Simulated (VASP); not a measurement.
# CoO (Fm-3m) in VASP: further runs, part 3 of 3

VASP 6.6.1. Earlier steps stand in the parts before.

### Step 6. Electric field gradients, PBE, collinear spin, ferromagnetic start

Contents of INCAR:

```
SYSTEM = CoO
  PREC = Accurate
  ENCUT = 520
  EDIFF = 1E-8
  ISMEAR = 0
  SIGMA = 0.02
  LREAL = .FALSE.
  LASPH = .TRUE.
  NELM = 150
  ALGO = Normal
  ISIF = 2
  LWAVE = .FALSE.
  LCHARG = .FALSE.
  ISPIN = 2
  MAGMOM = 2 0
  LORBIT = 11
  LMAXMIX = 4
  GGA = PE
  LEFG = .TRUE.
```

Contents of KPOINTS:

```
regular mesh
0
G
  11 11 11
  0 0 0
```

Contents of POSCAR:

```
CoO
1.0
    0.0000000000      2.1315000000      2.1315000000
    2.1315000000      0.0000000000      2.1315000000
    2.1315000000      2.1315000000      0.0000000000
Co O
1 1
Direct
    0.0000000000      0.0000000000      0.0000000000
    0.5000000000      0.5000000000      0.5000000000
```

Potentials or basis: VASP PAW PBE potentials, release 64 (Co, O).

On the command line:

```sh
cat potpaw_PBE.64/Co/POTCAR potpaw_PBE.64/O/POTCAR > POTCAR
mpirun -np 1 vasp_std > vasp.out
```

OUTCAR:

```text
SYSTEM = CoO
   PREC = Accurate
   ENCUT = 520
   EDIFF = 1E-8
   ISMEAR = 0
   LREAL = .FALSE.
   LASPH = .TRUE.
   NELM = 150
   ISIF = 2
   ISPIN = 2
   LORBIT = 11
   GGA = PE

 ion  position               nearest neighbor table
   1  0.000  0.000  0.000-   2 2.13   2 2.13   2 2.13   2 2.13   2 2.13   2 2.13
   2  0.500  0.500  0.500-   1 2.13   1 2.13   1 2.13   1 2.13   1 2.13   1 2.13

  LATTYP: Found a face centered cubic cell.
 ALAT       =     4.2630000000

  Lattice vectors:

 A1 = (   0.0000000000,   2.1315000000,   2.1315000000)
 A2 = (   2.1315000000,   0.0000000000,   2.1315000000)
 A3 = (   2.1315000000,   2.1315000000,   0.0000000000)

Analysis of symmetry for initial positions (statically):
[... 964 lines left out ...]
 (convention: |V_zz| > |V_xx| > |V_yy|)
----------------------------------------------------------------------
 ion       V_xx      V_yy      V_zz     asymmetry (V_yy - V_xx)/ V_zz
----------------------------------------------------------------------
   1      -0.002    -0.002     0.003       0.000
   2       0.002     0.002    -0.005       0.000
----------------------------------------------------------------------

           NMR quadrupolar parameters

 Cq : quadrupolar parameter    Cq=e*Q*V_zz/h
 eta: asymmetry parameters     (V_yy - V_xx)/ V_zz
 Q  : nuclear electric quadrupole moment in mb (millibarn)
----------------------------------------------------------------------
 ion       Cq(MHz)       eta       Q (mb)
----------------------------------------------------------------------
   1       0.000       0.000       1.000
   2      -0.000       0.000       1.000
----------------------------------------------------------------------

 total charge

# of ion       s       p       d       tot
------------------------------------------
    1        0.293   0.355   7.140   7.788
    2        1.556   3.423   0.000   4.979
--------------------------------------------------
tot          1.849   3.777   7.140  12.767

 magnetization (x)

# of ion       s       p       d       tot
------------------------------------------
    1        0.021   0.018   2.533   2.571
    2        0.029   0.277   0.000   0.306
--------------------------------------------------
tot          0.049   0.295   2.533   2.877
```

OSZICAR:

```text
N       E                     dE             d eps       ncg     rms          rms(c)
DAV:   1     0.864047875810E+02    0.86405E+02   -0.71982E+03  2728   0.143E+03
DAV:   2    -0.869116540303E+01   -0.95096E+02   -0.84432E+02  2820   0.282E+02
DAV:   3    -0.153505341187E+02   -0.66594E+01   -0.63898E+01  3040   0.863E+01
[... 11 lines left out ...]
DAV:  15    -0.130456489154E+02   -0.41711E-06   -0.51627E-06  3400   0.484E-02    0.860E-03
DAV:  16    -0.130456488920E+02    0.23427E-07   -0.38843E-06  3516   0.410E-02    0.276E-03
DAV:  17    -0.130456490700E+02   -0.17803E-06   -0.50554E-07  2984   0.783E-03    0.158E-03
DAV:  18    -0.130456490910E+02   -0.21003E-07   -0.78350E-08  2884   0.435E-03    0.199E-03
DAV:  19    -0.130456490845E+02    0.65495E-08   -0.11841E-08  1600   0.158E-03
   1 F= -.13045649E+02 E0= -.13045177E+02  d E =-.943727E-03  mag=     2.9276
```

Run time: 13 s. Hardware: 1 thread of Intel Xeon 6975P-C (Granite Rapids), shared host; peak memory 0.16 GiB.

Results:

* Free energy: -13.0456 eV
* Pressure: -2.4 GPa
* Band gap on the k mesh: none (metal or under the smearing width)
* Net moment: 2.93 μB per cell
* Site moments: Co +2.57; O +0.31 μB
* Valence electrons inside the program's atomic spheres: Co 7.79; O 4.98

Electric field gradients, principal values (V/Å²):
```tsv
atom	Vxx	Vyy	Vzz
1 Co	-0.002	-0.002	0.003
2 O	0.002	0.002	-0.005
```

Caveat: a cell with one magnetic atom can't hold antiferromagnetic order, which such compounds often take; semilocal functionals often make such compounds metallic where correlation or magnetic order opens a gap, which also shifts bond lengths. With open d or f shells a metallic result of PBE can be an artefact of self-interaction; +U or a hybrid may open a gap.

### Step 7. For comparison

An earlier run on the cell as given: functional PBE; potentials or basis VASP PAW PBE potentials, release 64 (Co, O); cutoff 520 eV; k mesh 11 × 11 × 11; occupations fermi-dirac, width 0.05 eV; collinear spin, ferromagnetic start; starting moments [2.0, 0.0] μB.

* Pressure: -2.4 GPa
* Band gap on the k mesh: none (metal or under the smearing width)
* Net moment: 2.90 μB per cell
* Site moments: Co +2.55; O +0.29 μB
* Valence electrons inside the program's atomic spheres: Co 7.79; O 4.98

### Step 8. Summary

```tsv
task	level	U	cell	cutoff (eV)	smearing	k mesh for the DOS	occupations for the DOS	gap on the mesh (eV)	pressure (GPa)	moment (μB)
electron localisation function	SCAN+D4+U	Co d U = 6 eV	volume scaled by 1.15	520	gaussian 0.05 eV	-	-	none	-21.7	3.00
electric field gradients	PBE+TS+U	Co d U = 3.5 eV	atoms moved at random, drawn with an rms of 0.02 Å	500	gaussian 0.05 eV	-	-	none	-6.8	3.00
optical spectrum	PBE	-	as given	520	gaussian 0.02 eV	-	-	none	-2.3	2.93
density of states	PBE	-	as given	520	gaussian 0.02 eV	17 × 17 × 17	tetrahedron	-	-	2.93
electric field gradients	PBE	-	as given	520	gaussian 0.02 eV	-	-	none	-2.4	2.93
single point	PBE	-	as given	520	fermi-dirac 0.05 eV	-	-	none	-2.4	2.90
```

Alike in all rows: potentials or basis VASP PAW PBE potentials, release 64 (Co, O); spin collinear, ferromagnetic start; k mesh 11 × 11 × 11.

Every run on the cell as given and a fine mesh finds a metal.

Caveats: a cell with one magnetic atom can't hold antiferromagnetic order, which such compounds often take; semilocal functionals often make such compounds metallic where correlation or magnetic order opens a gap, which also shifts bond lengths (some runs); pairwise dispersion overbinds metals, which lowers pressure and volume (some runs); the PAW data sets were made with another functional, which shifts forces and pressure a little (some runs); atom-pairwise D2, TS and ULG terms overbind metals (some runs); spectra need much finer meshes, so this one isn't converged (some runs); independent-particle spectra lack excitons (some runs).

Absolute energies hang on the potentials; compare differences alone.
